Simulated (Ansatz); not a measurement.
# LiF: the cost of one run

Computed with Ansatz 0.2.0 (DFT PBE, scalar-relativistic, plane waves, PAW, unless a step's input says otherwise).

## (1) The system as given

Symmetry: Fdd2, No. 43, orthorhombic system. Conventional cell: a = 2.836 Å, b = 5.495 Å, c = 9.726 Å, α = 90.00°, β = 90.00°, γ = 90.00°. Li (site symmetry 2) has 4 F at 1.92 Å as nearest neighbours. F (site symmetry 2) has 4 Li at 1.92 Å as nearest neighbours.

Structure file:

```cif
data_structure
_symmetry_space_group_name_H-M 'P 1'
_symmetry_Int_Tables_number 1
_cell_length_a 5.5852
_cell_length_b 5.0653
_cell_length_c 3.0917
_cell_angle_alpha 82.625
_cell_angle_beta 64.079
_cell_angle_gamma 33.296
_cell_volume 37.88
loop_
_atom_site_label
_atom_site_type_symbol
_atom_site_fract_x
_atom_site_fract_y
_atom_site_fract_z
_atom_site_occupancy
Li1 Li 0.18366 0.18366 0.81634 1
Li2 Li 0.43366 0.43366 0.06634 1
F1 F 0.81634 0.81634 0.18366 1
F2 F 0.06634 0.06634 0.43366 1
```

The start is the relaxed end of an invented cell (made as: 4-connected net, two elements alternating (Fdd2, No. 43)), taken up again for a closer look.

## (2) A first look at the guess

Contents of input.yaml:

```yaml
crystal:
  lattice:
    - [0.0, 2.7474268, 4.8627756]
    - [1.4178329, 0.0, 4.8627756]
    - [1.4178329, 2.7474268, 0.0]
  atoms:
    - { symbol: Li, position: [0.183662, 0.183662, 0.816338] }
    - { symbol: Li, position: [0.433662, 0.433662, 0.066338] }
    - { symbol: F, position: [0.816338, 0.816338, 0.183662] }
    - { symbol: F, position: [0.066338, 0.066338, 0.433662] }
basis:
  ecutwfc: 420
kpoints:
  mp_grid: { grid: [8, 8, 8] }
hamiltonian:
  xc: pbe
scf:
  occupations: { method: gaussian, width: 0.1 }
  lower_state_search: "off"
output:
  forces: true
  stress: true
  eigenvalues: true
```

On the command line:

```console
> ansatz run input.yaml --threads 1 --pin off --max-ram 3072MiB --backend cpu --events-out ev --progress --plain --runs-dir out
```

What time and memory should one allow on 1 thread of AMD EPYC 9R45 (Zen 5), shared host?

About 2.1 s, with a peak of 0.39 GiB.
